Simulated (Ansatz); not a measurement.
Wanted: the native input for an Ansatz 0.2.0 run.

* Task: band structure
* Functional: PBE
* Potentials or basis: JTH PAW
* Cutoff: 780 eV (not typed: the program's choice for these potentials)
* k mesh: 10 × 10 × 5
* Occupations: fermi-dirac, width 0.05 eV
* Spin: no spin polarisation
* Path: [["G", "M", "K", "G", "A", "L", "H", "A"], ["L", "M"], ["K", "H"]]
* Points for each segment of the path: 14

SiC (Moissanite):

```
Si C
1.0
     3.07600    0.00000    0.00000
    -1.53800    2.66389    0.00000
     0.00000    0.00000    5.04800
Si C
2 2
Cartesian
  1.5380 0.8880 2.5240
  0.0000 1.7759 0.0000
  1.5380 0.8880 4.4675
  0.0000 1.7759 1.9435
```

These files were run (other wordings do the same):

input.yaml

```yaml
crystal:
  lattice:
    - [3.076, 0.0, 0.0]
    - [-1.538, 2.663894142, 0.0]
    - [0.0, 0.0, 5.048]
  atoms:
    - { symbol: Si, position: [0.6666666667, 0.3333333333, 0.5] }
    - { symbol: Si, position: [0.3333333333, 0.6666666667, 0.0] }
    - { symbol: C, position: [0.6666666667, 0.3333333333, 0.885] }
    - { symbol: C, position: [0.3333333333, 0.6666666667, 0.385] }
hamiltonian:
  xc: pbe
  pseudopotentials: { kind: paw, source: jth }
kpoints:
  mp_grid: { grid: [10, 10, 5] }
  band_path:
    path:
      - [[0.0, 0.0, 0.0], [0.5, 0.0, 0.0], [0.3333333333, 0.3333333333, 0.0], [0.0, 0.0, 0.0], [0.0, 0.0, 0.5], [0.5, 0.0, 0.5], [0.3333333333, 0.3333333333, 0.5], [0.0, 0.0, 0.5]]
      - [[0.5, 0.0, 0.5], [0.5, 0.0, 0.0]]
      - [[0.3333333333, 0.3333333333, 0.0], [0.3333333333, 0.3333333333, 0.5]]
    npoints: 14
scf:
  occupations: { method: fermi_dirac, width: 0.05 }
  n_extra_bands: 10
output:
  forces: true
  stress: true
  eigenvalues: true
  fatbands: false
```

Potentials or basis: JTH PAW.

Launch:

```console
$ ansatz run input.yaml --threads 2 --pin off --max-ram 5120MiB --backend cpu --events-out ev --progress --plain --runs-dir out
```

Results of the run:

The pressure is 3.1 GPa, the largest force is 0.748 eV/Å and the band gap on the k mesh is 2.49 eV, indirect (least direct gap 4.09 eV). The band gap along the path is 2.33 eV, indirect (least direct gap 4.09 eV).

Caveat: the k mesh misses the band edges, so the gap on the mesh is wider than the one along the path.

Wall time 9.8 s on 2 threads of Arm Neoverse V2, on a shared host, peak memory 0.43 GiB.
